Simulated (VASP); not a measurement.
A run of VASP 6.6.1 is set up as follows.

INCAR

```
SYSTEM = Ge
ALGO = Normal
EDIFF = 1E-7
ENCUT = 520
GGA = PS
ISIF = 2
ISMEAR = 0
LASPH = .TRUE.
LCHARG = .TRUE.
LELF = .TRUE.
LREAL = .FALSE.
LVHAR = .TRUE.
LWAVE = .FALSE.
NBANDS = 21
NELM = 100
PREC = Accurate
SIGMA = 0.1
```

File KPOINTS:

```
k-points
0
G
  8 8 8
  0 0 0
```

File POSCAR:

```
Ge
1.0
   -2.4958980000      2.6508630000      1.4369470000
    2.4958980000     -2.6508630000      1.4369470000
    2.4958980000      2.6508630000     -1.4369470000
Ge
2
Direct
    0.1859430000      0.9359430000      0.2500000000
    0.8140570000      0.0640570000      0.7500000000
```

Potentials or basis: VASP PAW PBE potentials, release 64 (Ge_d).

Command:

```console
$ cat potpaw_PBE.64/Ge_d/POTCAR > POTCAR
$ mpirun -np 1 vasp_std > vasp.out
```

Problem. What does it give for the band gap on the k mesh?

Solution. None (metal or under the smearing width).

Problem. Predict the largest force.

Solution. 0.019 eV/Å.

Forces in eV/Å, atoms in the order of the input:
```
Ge   0.000  0.000 -0.019
Ge   0.000  0.000  0.019
```

Caveat: the PAW data sets were made with another functional, which shifts forces and pressure a little.
